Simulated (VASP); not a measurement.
# RbBr (Fm-3m) in VASP: settings compared, part 2 of 2

VASP 6.6.1. Earlier steps stand in the parts before.

### Step 6. G0W0 quasiparticle levels, LDA

Input file POSCAR:

```
RbBr
1.0
    0.0000000000      3.4270000000      3.4270000000
    3.4270000000      0.0000000000      3.4270000000
    3.4270000000      3.4270000000      0.0000000000
Rb Br
1 1
Direct
    0.0000000000      0.0000000000      0.0000000000
    0.5000000000      0.5000000000      0.5000000000
```

Input file INCAR.step1:

```
  ALGO = Normal
  EDIFF = 1E-8
  ENCUT = 500
  GGA = CA
  ISMEAR = 0
  KPAR = 4
  LASPH = True
  LCHARG = False
  LREAL = False
  LWAVE = True
  NELM = 100
  PREC = Accurate
  SIGMA = 0.01
```

Input file INCAR.step2:

```
  ALGO = Exact
  EDIFF = 1E-8
  ENCUT = 500
  GGA = CA
  ISMEAR = 0
  ISTART = 1
  KPAR = 4
  LASPH = True
  LCHARG = False
  LOPTICS = True
  LREAL = False
  LWAVE = True
  NBANDS = 343
  NELM = 1
  PREC = Accurate
  SIGMA = 0.01
```

Input file INCAR.step3:

```
  ALGO = EVGW0
  EDIFF = 1E-8
  ENCUT = 500
  ENCUTGW = 150
  GGA = CA
  ISMEAR = 0
  ISTART = 1
  KPAR = 4
  LASPH = True
  LCHARG = False
  LREAL = False
  LWAVE = False
  NBANDS = 343
  NBANDSGW = 16
  NELMGW = 1
  NOMEGA = 50
  PREC = Accurate
  PRECFOCK = Fast
  SIGMA = 0.01
```

Input file KPOINTS:

```
k-points
0
Gamma
  4 4 4
```

Potentials or basis: VASP PAW LDA potentials, release 64 (Rb_sv_GW, Br_GW).

On the command line:

```sh
$ cat potpaw_LDA.64/Rb_sv_GW/POTCAR potpaw_LDA.64/Br_GW/POTCAR > POTCAR
$ cp INCAR.step1 INCAR
$ mpirun -np 4 vasp_std > vasp.out
$ cp INCAR.step2 INCAR
$ mpirun -np 4 vasp_std > vasp.out
$ cp INCAR.step3 INCAR
$ mpirun -np 4 vasp_std > vasp.out
```

OUTCAR:

```text
EDIFF = 1E-8
   ENCUT = 500
   ENCUTGW = 150
   GGA = CA
   ISMEAR = 0
   ISTART = 1
   LASPH = True
   LREAL = False
   NELMGW = 1
   PREC = Accurate
   PRECFOCK = Fast

 ion  position               nearest neighbor table
   1  0.000  0.000  0.000-
   2  0.500  0.500  0.500-

  LATTYP: Found a face centered cubic cell.
 ALAT       =     6.8540000000

  Lattice vectors:

 A1 = (   0.0000000000,   3.4270000000,   3.4270000000)
 A2 = (   3.4270000000,   0.0000000000,   3.4270000000)
 A3 = (   3.4270000000,   3.4270000000,   0.0000000000)

Analysis of symmetry for initial positions (statically):
=====================================================================
 Subroutine PRICEL returns:
 Original cell was already a primitive cell.

 Routine SETGRP: Setting up the symmetry group for a
 face centered cubic supercell.

 Subroutine GETGRP returns: Found 48 space group operations
 (whereof 48 operations were pure point group operations)
 out of a pool of 48 trial point group operations.

The static configuration has the point symmetry O_h .

Analysis of symmetry for dynamics (positions and initial velocities):
=====================================================================
 Subroutine PRICEL returns:
 Original cell was already a primitive cell.

 Routine SETGRP: Setting up the symmetry group for a
 face centered cubic supercell.

 Subroutine GETGRP returns: Found 48 space group operations
 (whereof 48 operations were pure point group operations)
 out of a pool of 48 trial point group operations.

The dynamic configuration has the point symmetry O_h .

 Subroutine INISYM returns: Found 48 space group operations
 (whereof 48 operations are pure point group operations),
 and found     1 'primitive' translations
[... 74 lines left out ...]
   LSORBIT =      F    spin-orbit coupling
   LASPH  =      T    aspherical Exc in radial PAW
   ENCUT  =  500.0 eV  36.75 Ry    6.06 a.u.   8.84  8.84  8.84*2*pi/ulx,y,z
   NELM   =     60;   NELMIN=  2; NELMDL=  0     # of ELM steps
   EDIFF  = 0.1E-07   stopping-criterion for ELM
   LREAL  =      F    real-space projection
   EDIFFG = 0.1E-06   stopping-criterion for IOM
   NSW    =      0    number of steps for IOM
   IBRION =     -1    ionic relax: 0-MD 1-quasi-New 2-CG
   NFREE  =      0    steps in history (QN), initial steepest desc. (CG)
   ISIF   =      0    stress and relaxation
   ISYM   =      3    0-nonsym 1-usesym 2-fastsym
   POTIM  = 0.5000    time-step for ionic-motion
   TEBEG  =    0.0;   TEEND  =   0.0 temperature during run
   PSTRESS=    0.0 pullay stress
   NELECT =      16.0000    total number of electrons
   NUPDOWN=      -1.0000    fix difference up-down
   EMIN   =  10.00;   EMAX   =-10.00  energy-range for DOS
   EFERMI =   0.00;   METHOD = LEGACY
   ISMEAR =     0;   SIGMA  =   0.01  broadening in eV -4-tet -1-fermi 0-gaus
   EFERMI_NEDOS =   21; number of points for ismear=-14 and -15
   IALGO  =     38    algorithm
   IMIX   =      4    mixing-type and parameters
     AMIX     =   0.40;   BMIX     =  1.00
     AMIX_MAG =   1.60;   BMIX_MAG =  1.00
  volume/ion in A,a.u.               =      40.25       271.61
  Fermi-wavevector in a.u.,A,eV,Ry     =   0.955412  1.805467 12.419564  0.912812
  Thomas-Fermi vector in A             =   2.084247
   LORBIT       =      0    0 simple, 1 ext, 2 COOP (PROOUT), +10 PAW based schemes
   GGA     = CA    functional components
   LHFCALC =     T    Hartree Fock is set to
   PRECFOCK=fast      Normal, Fast or Accurate (Low or Medium for compatibility)
   ENCUT4O =  -1.0   cutoff for four orbital integrals eV
   NKREDX  =     1    reduce k-point grid by
   NKREDY  =     1    reduce k-point grid by
   NKREDZ  =     1    reduce k-point grid by
   AEXX    =    1.0000 exact exchange contribution
   HFSCREEN=    0.0000 screening length (either q_TF or 0.3 A-1)
   HFSCREENC=   0.0000 screening length for correlation (either q_TF or 0.3 A-1)
   ENCUTFOCK=  -1.0 apply spherical cutoff to Coloumb kernel
   IVDW    =     0    specifies the selected vdW correction
   LEPSILON=     F    determine dielectric tensor
   LRPA    =     F    only Hartree local field effects (RPA)
   LRPAFORCE           =     F    calculate RPA forces
   ENCUTGW             = 150.0    cutoff for response function in eV
   ENCUTGWSOFT         = 120.0    soft cutoff for Coulomb kernel in GW response function in eV
   ENCUTLF             =  -1.0    cutoff for local field effects
   NELMGW              =     1    number of iterations in solving QP/BSE equation
   NELMHF              =     1    number of iterations in the inner HF iteration
   NKREDLFX            =     1    NKREDLFY  =   1   NKREDLFZ  =   1
 non-spin polarized calculation
 Gauss-broadening in eV      SIGMA  =   0.01
  energy-cutoff  :      500.00
  volume of cell :       80.50
 maximum number of plane-waves:      2085
  NGX = 20; NGY = 20; NGZ = 20
   NGX = 17   NGY = 17   NGZ = 17
 maximum number of plane-waves:       344

 QP shifts <psi_nk| G(iteration)W_0 |psi_nk>: iteration 1
 for sc-GW calculations column KS-energies equals QP-energies in previous step
 and V_xc(KS)=  KS-energies - (<T + V_ion + V_H > + <T+V_H+V_ion>^1  + <V_x>^1)

 k-point   1 :       0.0000    0.0000    0.0000
  band No.  KS-energies  QP-energies   sigma(KS)   V_xc(KS)     V^pw_x(r,r')   Z            occupation Imag(sigma)

      1     -25.6180     -27.2288     -18.9223     -16.4928     -26.8799       0.6630       2.0000       1.0738
      2     -13.5551     -14.9805     -16.1813     -14.1442     -22.1581       0.6997       2.0000       1.2323
      3      -9.7572     -12.3693     -18.4606     -15.2096     -20.7845       0.8035       2.0000       0.1242
      4      -9.7572     -12.3693     -18.4606     -15.2096     -20.7845       0.8035       2.0000       0.1242
      5      -9.7572     -12.3693     -18.4606     -15.2096     -20.7845       0.8035       2.0000       0.1242
      6      -1.3467      -3.1019     -14.9199     -12.6978     -16.3838       0.7899       2.0000       0.0922
[... 135 lines left out ...]
      2     -13.5274     -14.9664     -16.2438     -14.1917     -22.1757       0.7012       2.0000       1.2084
      3      -9.8954     -12.4988     -18.2091     -14.9469     -20.5665       0.7981       2.0000       0.1429
      4      -9.8954     -12.4988     -18.2091     -14.9469     -20.5665       0.7981       2.0000       0.1429
      5      -9.7407     -12.3283     -18.4442     -15.2202     -20.7703       0.8026       2.0000       0.1205
      6      -1.8683      -3.6423     -14.2819     -12.0157     -15.8140       0.7828       2.0000       0.0982
[... 8 lines left out ...]
     15       9.4419      10.8478      -7.4633      -9.1807      -3.9010       0.8187       0.0000      -0.1199
     16      10.0698      11.3605      -6.8242      -8.4249      -3.0725       0.8064       0.0000      -0.1921
```

Run time: 3.7 min. Hardware: 4 MPI ranks of Intel Xeon Platinum 8259CL at 2.50GHz (Skylake/Cascade Lake), shared host; peak memory 1.1 GiB.

Results:

| Item | Value |
| --- | --- |
| Band gap on the k mesh, mean-field level | 3.96 eV, direct |
| Quasiparticle gap | 6.74 eV |
| Least direct quasiparticle gap | 6.74 eV |

Caveat: bands, screening cutoff and mesh are small and nothing is extrapolated, so the quasiparticle values aren't converged.

### Step 7. The reference run

An earlier run on the cell as given: functional PBE; potentials or basis VASP PAW PBE potentials, release 64 (Rb_sv, Br); cutoff 520 eV; k mesh 7 × 7 × 7; occupations fermi-dirac, width 0.05 eV; no spin polarisation.

- Pressure: 1.0 GPa
- Band gap on the k mesh: 4.36 eV, direct

### Step 8. Summary

```tsv
task	level	potentials or basis	spin	k mesh	cutoff (eV)	smearing	ladder	GW scheme	GW iterations	cutoff of the response function	frequency points	gap on the mesh (eV)	pressure (GPa)
Born charges and dielectric tensor	PBEsol	VASP PAW PBE potentials, release 64 (Rb_sv, Br)	off	7 × 7 × 7	520	fermi-dirac 0.05 eV	-	-	-	-	-	4.21	-
band structure	PBE	VASP PAW PBE potentials, release 64 (Rb_sv, Br)	SOC, no magnetisation	6 × 6 × 6	520	gaussian 0.02 eV	free	-	-	-	-	-	-
band structure	LDA	VASP PAW LDA potentials, release 64 (Rb_sv, Br)	SOC, no magnetisation	6 × 6 × 6	520	gaussian 0.02 eV	free	-	-	-	-	-	-
band structure	r2SCAN	VASP PAW PBE potentials, release 64 (Rb_sv, Br)	SOC, no magnetisation	6 × 6 × 6	520	gaussian 0.02 eV	free	-	-	-	-	-	0.5
G0W0 quasiparticle levels	LDA	VASP PAW LDA potentials, release 64 (Rb_sv_GW, Br_GW)	off	4 × 4 × 4	500	gaussian 0.01 eV	free	G0W0	1	150	50	-	-
single point	PBE	VASP PAW PBE potentials, release 64 (Rb_sv, Br)	off	7 × 7 × 7	520	fermi-dirac 0.05 eV	-	-	-	-	-	4.36	1.0
```

Alike in all rows: cell as given.

Caveats: the PAW data sets were made with another functional, which shifts forces and pressure a little (some runs); an odd mesh through Γ misses points on the zone boundary, where band edges often lie (some runs); bands, screening cutoff and mesh are small and nothing is extrapolated, so the quasiparticle values aren't converged (some runs).

Absolute energies hang on the potentials; compare differences alone.
